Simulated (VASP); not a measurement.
# Zr (P6/mmm) in VASP: a series of runs

Runs on Zr. Level: r2SCAN. Tasks: relaxation of shape and atoms at fixed volume.

Program: VASP 6.6.1. These are calculated values, not measurements. Logs are shortened: lines on timing, memory, paths and dates and some standing lists are left out, and cuts for length are marked.

### 1 The structure

It takes space group P6/mmm (No. 191, hexagonal). Conventional cell: a = 5.035 Å, b = 5.035 Å, c = 3.162 Å, α = 90.00°, β = 90.00°, γ = 120.00°. Around Zr (site symmetry -6m2) lie 11 Zr at 2.91 to 3.31 Å. Around Zr (site symmetry 6/mmm) lie 14 Zr at 3.16 to 3.31 Å.

The cell was built by a generator and needn't be a form met in nature.

### 2 Relaxation of shape and atoms at fixed volume, r2SCAN (a relaxed cell with its volume scaled by 0.98)

Input file INCAR:

```
PREC = Accurate ; ENCUT = 600
EDIFF = 1E-7 ; ISMEAR = 1
SIGMA = 0.1 ; LREAL = F
LASPH = T ; NELM = 80
ALGO = Normal ; ISIF = 4
LWAVE = F ; LCHARG = F
METAGGA = R2SCAN ; LMIXTAU = T
IBRION = 2 ; NSW = 40
EDIFFG = -0.01
```

Input file KPOINTS:

```
Automatic mesh
0
Gamma
  9 9 12
```

Input file POSCAR:

```
Zr                                      
1.0
    5.0010101389      0.0000000000      0.0000000000
   -2.5005050695      4.3310018228      0.0000000000
    0.0000000000      0.0000000000      3.1407194902
  Zr            
     3
Direct
     0.6666666699999979    0.3333333300000021    0.5000000000000000
     0.3333333300000021    0.6666666699999979    0.5000000000000000
     0.0000000000000000    0.0000000000000000    0.0000000000000000
```

Potentials or basis: VASP PAW PBE potentials, release 64 (Zr_sv).

Started as:

```sh
> cat potpaw_PBE.64/Zr_sv/POTCAR > POTCAR
> mpirun -np 1 vasp_std > vasp.out
```

OUTCAR:

```text
PREC = Accurate
   ENCUT = 600
   EDIFF = 1E-7
   ISMEAR = 1
   LREAL = F
   LASPH = T
   NELM = 80
   ISIF = 4
   METAGGA = R2SCAN
   IBRION = 2
   NSW = 40
   EDIFFG = -0.01

 ion  position               nearest neighbor table
   1  0.667  0.333  0.500-   2 2.89   2 2.89   2 2.89   3 3.29   3 3.29   3 3.29   3 3.29   3 3.29
                             3 3.29
   2  0.333  0.667  0.500-   1 2.89   1 2.89   1 2.89   3 3.29   3 3.29   3 3.29   3 3.29   3 3.29
                             3 3.29
   3  0.000  0.000  0.000-   1 3.29   2 3.29   1 3.29   2 3.29   2 3.29   2 3.29   1 3.29   1 3.29
                             1 3.29   1 3.29   2 3.29   2 3.29

  LATTYP: Found a hexagonal cell.
 ALAT       =     5.0010101389
 C/A-ratio  =     0.6280170212

  Lattice vectors:

 A1 = (   5.0010101389,   0.0000000000,   0.0000000000)
 A2 = (  -2.5005050695,   4.3310018228,   0.0000000000)
 A3 = (   0.0000000000,   0.0000000000,   3.1407194902)

Analysis of symmetry for initial positions (statically):
=====================================================================
 Subroutine PRICEL returns:
 Original cell was already a primitive cell.

 Routine SETGRP: Setting up the symmetry group for a
 hexagonal supercell.

 Subroutine GETGRP returns: Found 24 space group operations
 (whereof 24 operations were pure point group operations)
 out of a pool of 24 trial point group operations.

The static configuration has the point symmetry D_6h.

Analysis of symmetry for dynamics (positions and initial velocities):
=====================================================================
 Subroutine PRICEL returns:
 Original cell was already a primitive cell.

 Routine SETGRP: Setting up the symmetry group for a
 hexagonal supercell.

 Subroutine GETGRP returns: Found 24 space group operations
 (whereof 24 operations were pure point group operations)
 out of a pool of 24 trial point group operations.

The dynamic configuration has the point symmetry D_6h.

 Subroutine INISYM returns: Found 24 space group operations
 (whereof 24 operations are pure point group operations),
 and found     1 'primitive' translations

----------------------------------------------------------------------------------------

                                     Primitive cell

  volume of cell :      68.0260

  direct lattice vectors                    reciprocal lattice vectors
[... 81 lines left out ...]
   ISTART =      0    job   : 0-new  1-cont  2-samecut
   ICHARG =      2    charge: 1-file 2-atom 10-const
   ISPIN  =      1    spin polarized calculation?
   LNONCOLLINEAR =      F non collinear calculations
   LSORBIT =      F    spin-orbit coupling
   LASPH  =      T    aspherical Exc in radial PAW
   ENCUT  =  600.0 eV  44.10 Ry    6.64 a.u.   9.99  9.99  6.27*2*pi/ulx,y,z
   NELM   =     80;   NELMIN=  2; NELMDL= -5     # of ELM steps
   EDIFF  = 0.1E-06   stopping-criterion for ELM
   LREAL  =      F    real-space projection
   EDIFFG = -.1E-01   stopping-criterion for IOM
   NSW    =     40    number of steps for IOM
   IBRION =      2    ionic relax: 0-MD 1-quasi-New 2-CG
   NFREE  =      1    steps in history (QN), initial steepest desc. (CG)
   ISIF   =      4    stress and relaxation
   ISYM   =      2    0-nonsym 1-usesym 2-fastsym
   POTIM  = 0.5000    time-step for ionic-motion
   TEBEG  =    0.0;   TEEND  =   0.0 temperature during run
   PSTRESS=    0.0 pullay stress
   NELECT =      36.0000    total number of electrons
   NUPDOWN=      -1.0000    fix difference up-down
   EMIN   =  10.00;   EMAX   =-10.00  energy-range for DOS
[... 5 lines left out ...]
     AMIX     =   0.40;   BMIX     =  1.00
     AMIX_MAG =   1.60;   BMIX_MAG =  1.00
  volume/ion in A,a.u.               =      22.68       153.02
  Fermi-wavevector in a.u.,A,eV,Ry     =   1.324191  2.502358 23.857563  1.753481
  Thomas-Fermi vector in A             =   2.453744
   LORBIT       =      0    0 simple, 1 ext, 2 COOP (PROOUT), +10 PAW based schemes
   METAGGA = R2SCAN    functional components
   LHFCALC =     F    Hartree Fock is set to
   AEXX    =    0.0000 exact exchange contribution
   IVDW    =     0    specifies the selected vdW correction
   LEPSILON=     F    determine dielectric tensor
   LRPA    =     F    only Hartree local field effects (RPA)
 conjugate gradient relaxation of ions
 non-spin polarized calculation
 Methfessel and Paxton  Order N= 1 SIGMA  =   0.10
  energy-cutoff  :      600.00
  volume of cell :       68.03
 maximum number of plane-waves:      2328
 NGX is ok and might be reduce to    40
   NGX = 19   NGY = 19   NGZ = 13

 number of electron      36.0000000 magnetization

 Free energy of the ion-electron system (eV)
  ---------------------------------------------------
  ext. energy  EPLUGINS =         0.00000000
  ---------------------------------------------------
  free energy    TOTEN  =       -68.27533003 eV

  energy without entropy =      -68.27599446  energy(sigma->0) =      -68.27555151

 E-fermi :   9.2427     XC(G=0): -12.0880

 val. band max:        9.2168218856   @ k =   0.2222   0.2222   0.0833
 cond. band min:       9.2504034578   @ k =   0.2222   0.1111   0.0833
 fundamental gap:      0.0335815722
 Fermi energy:         9.2426523532

 k-point     1 :       0.0000    0.0000    0.0000
  band No.  band energies     occupation
      1     -41.3499      2.00000
      2     -41.0744      2.00000
      3     -40.8582      2.00000
      4     -18.8370      2.00000
      5     -18.8370      2.00000
      6     -18.8032      2.00000
[... 589 lines left out ...]
     21       9.6886     -0.00000
     22      10.9680     -0.00000

 [... further k-points ...]
[... 5 lines left out ...]
  --------------------------------------------------------------------------------------
  -------------------------------------------------------------------------------------
  Total        0.8631588      0.8631588      0.9040377     -0.0000000      0.0000000     -0.0000000
  in kB       20.3294701     20.3294700     21.2922644     -0.0000000      0.0000000     -0.0000000
  external PRESSURE =      20.6504015 kB  Pullay stress =       0.0000000 kB

 VOLUME and BASIS-vectors are now :
 -----------------------------------------------------------------------------
  energy-cutoff  :      600.00
  volume of cell :       68.03
      direct lattice vectors                 reciprocal lattice vectors
     5.001010139  0.000000000  0.000000000     0.199959603  0.115446730  0.000000000
    -2.500505069  4.331001823  0.000000000     0.000000000  0.230893461  0.000000000
     0.000000000  0.000000000  3.140719490     0.000000000  0.000000000  0.318398381

 POSITION                                       TOTAL-FORCE (eV/Angst)
 -----------------------------------------------------------------------------------
      2.50051      1.44367      1.57036        -0.000000      0.000000      0.000000
     -0.00000      2.88733      1.57036         0.000000      0.000000      0.000000
      0.00000      0.00000      0.00000        -0.000000      0.000000      0.000000
 -----------------------------------------------------------------------------------
    total drift:                                0.000000     -0.000000      0.000000

  FREE ENERGIE OF THE ION-ELECTRON SYSTEM (eV)
  ---------------------------------------------------
  free  energy   TOTEN  =       -68.2753300322 eV

  energy  without entropy=      -68.2759944622  energy(sigma->0) =      -68.27555151

 reached required accuracy - stopping structural energy minimisation
```

OSZICAR:

```text
N       E                     dE             d eps       ncg     rms          rms(c)
DAV:   1     0.357002068110E+03    0.35700E+03   -0.22039E+04  3696   0.188E+03
DAV:   2    -0.542669432973E+02   -0.41127E+03   -0.40585E+03  4330   0.501E+02
DAV:   3    -0.862376270745E+02   -0.31971E+02   -0.31281E+02  7184   0.989E+01
[... 14 lines left out ...]
DAV:  18    -0.682753300280E+02   -0.13851E-05   -0.12593E-06  4662   0.925E-03    0.104E-03
DAV:  19    -0.682753290233E+02    0.10046E-05   -0.31874E-07  3356   0.525E-03    0.461E-04
DAV:  20    -0.682753302233E+02   -0.11999E-05   -0.11273E-07  2358   0.379E-03    0.277E-04
DAV:  21    -0.682753299898E+02    0.23343E-06   -0.44314E-08  2274   0.216E-03    0.109E-04
DAV:  22    -0.682753300322E+02   -0.42430E-07   -0.66811E-09  2214   0.605E-04
   1 F= -.68275330E+02 E0= -.68275552E+02  d E =-.682753E+02
```

CONTCAR:

```text
Zr
   1.00000000000000
     5.0010101388999999    0.0000000000000000    0.0000000000000000
    -2.5005050695000000    4.3310018228000002    0.0000000000000000
     0.0000000000000000    0.0000000000000000    3.1407194902000000
  Zr
     3
Direct
     0.6666666699999979    0.3333333300000021    0.5000000000000000
     0.3333333300000021    0.6666666699999979    0.5000000000000000
     0.0000000000000000    0.0000000000000000    0.0000000000000000

  0.00000000E+00  0.00000000E+00  0.00000000E+00
  0.00000000E+00  0.00000000E+00  0.00000000E+00
  0.00000000E+00  0.00000000E+00  0.00000000E+00
```

Run time: 6.9 min. Hardware: 1 thread of Intel Xeon Platinum 8488C (Sapphire Rapids), shared host; peak memory 0.28 GiB.

What came out:

```
Free energy             : -68.2753 eV
Pressure after relaxing : 2.1 GPa
Band gap on the k mesh  : none (metal or under the smearing width)
```

Final structure:
```
Zr
1.0
     5.00101    0.00000    0.00000
    -2.50051    4.33100    0.00000
     0.00000    0.00000    3.14072
Zr
3
Direct
  0.66667 0.33333 0.50000
  0.33333 0.66667 0.50000
  0.00000 0.00000 0.00000
```

Levels at points of the mesh, in eV from the Fermi level:
| k point | band 16 | band 17 | band 18 | band 19 | band 20 | band 21 |
| --- | --- | --- | --- | --- | --- | --- |
| (0.00, 0.00, 0.00) | -0.64 | -0.57 | -0.57 | -0.09 | 1.03 | 1.81 |
| (0.00, 0.00, 0.50) | -2.11 | -2.11 | -1.61 | 1.28 | 1.28 | 1.84 |

Caveat: the relaxation stopped at its first step, so nothing moved; the PAW data sets were made with another functional, which shifts forces and pressure a little.

[end of part 1 of 2]
